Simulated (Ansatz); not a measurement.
# HfC: the cost of one run

Method: DFT PBE, scalar-relativistic, in Ansatz 0.2.0.

## (1) The system as given

It takes space group Fm-3m (No. 225, cubic). Conventional cell: a = 4.650 Å, b = 4.650 Å, c = 4.650 Å, α = 90.00°, β = 90.00°, γ = 90.00°. Hf (site symmetry m-3m) has 6 C at 2.33 Å as nearest neighbours. C (site symmetry m-3m) is surrounded by 6 Hf at 2.33 Å.

Structure file:

```cif
data_structure
_symmetry_space_group_name_H-M 'Fm-3m'
_symmetry_Int_Tables_number 225
_cell_length_a 4.6500
_cell_length_b 4.6500
_cell_length_c 4.6500
_cell_angle_alpha 90.000
_cell_angle_beta 90.000
_cell_angle_gamma 90.000
_cell_volume 100.54
loop_
_atom_site_label
_atom_site_type_symbol
_atom_site_symmetry_multiplicity
_atom_site_Wyckoff_symbol
_atom_site_fract_x
_atom_site_fract_y
_atom_site_fract_z
_atom_site_occupancy
Hf1 Hf 4 b 0.50000 0.00000 0.00000 1
C1 C 4 a 0.00000 0.00000 0.00000 1
```

The file gives the conventional cell by its symmetry; the runs use the cell typed in the input.

Atoms are numbered in the order of the input: Hf1, C2.

## (2) After the deformation

Space group Fm-3m before, I4/mmm after.

## (3) Full-potential LAPW

Input file input.yaml:

```yaml
crystal:
  lattice:
    - [0.0, 2.325, 2.34825]
    - [2.325, 0.0, 2.34825]
    - [2.325, 2.325, 0.0]
  atoms:
    - { symbol: Hf, position: [0.5, 0.5, 0.5] }
    - { symbol: C, position: [0.0, 0.0, 0.0] }
kpoints:
  mp_grid: { grid: [15, 15, 15] }
  band_path:
    path:
      - [0.0, 0.0, 0.0]
      - [0.0, 0.5, 0.5]
      - [0.25, 0.75, 0.5]
      - [0.0, 0.5, 0.0]
      - [0.0, 0.0, 0.0]
      - [0.5, 0.5, 0.0]
      - [0.3725370062, 0.6274629938, 0.0]
      - [-0.3725370062, 0.3725370062, 0.0]
      - [0.0, 0.0, 0.0]
    npoints: 5
scf:
  occupations: { method: fermi_dirac, width: 0.05 }
hamiltonian:
  xc: pbe
  pseudopotentials: { kind: all_electron, lapw: { basis_error: 0.001 } }
output:
  forces: true
  stress: true
  eigenvalues: true
```

Launch:

```sh
$ ansatz run input.yaml --threads 1 --pin off --max-ram 3072MiB --backend cpu --events-out ev --progress --plain --runs-dir out
```

Q: Estimate wall time and peak memory on 1 thread of Intel Xeon 6975P-C (Granite Rapids), shared host.

About 38 s, with a peak of 0.86 GiB.
